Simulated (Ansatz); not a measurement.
Input and command of a plane-wave DFT calculation in Ansatz:

```yaml
crystal:
  lattice:
    - [2.8436395647, 0.0, 0.0]
    - [-1.4218197824, 2.4626641022, 0.0]
    - [0.0, 0.0, 4.4945615283]
  atoms:
    - { symbol: Re, position: [0.3333333333, 0.6666666667, 0.25] }
    - { symbol: Re, position: [0.6666666667, 0.3333333333, 0.75] }
basis:
  ecutwfc: 420
kpoints:
  mp_grid: { grid: [6, 6, 4] }
hamiltonian:
  xc: pbe
scf:
  occupations: { method: gaussian, width: 0.1 }
output:
  forces: true
  stress: true
  eigenvalues: true
```

```bash
ansatz run input.yaml --threads 1 --pin off --max-ram 2560MiB --backend cpu --events-out ev --progress --plain --runs-dir out
```

Processor: Intel(R) Xeon(R) 6975P-C (Granite Rapids), 1 thread, on a host shared with other jobs.

Task: How long does it run, and how much memory does it take?

Result: About 0.44 s on 1 thread of Intel(R) Xeon(R) 6975P-C (Granite Rapids) (shared host), peak memory 0.3 GiB. It solves 19 bands at 21 k points (the mesh reduced by the symmetry that the task leaves, which can be less than the crystal's) with about 615 plane waves, in 6 SCF iterations.
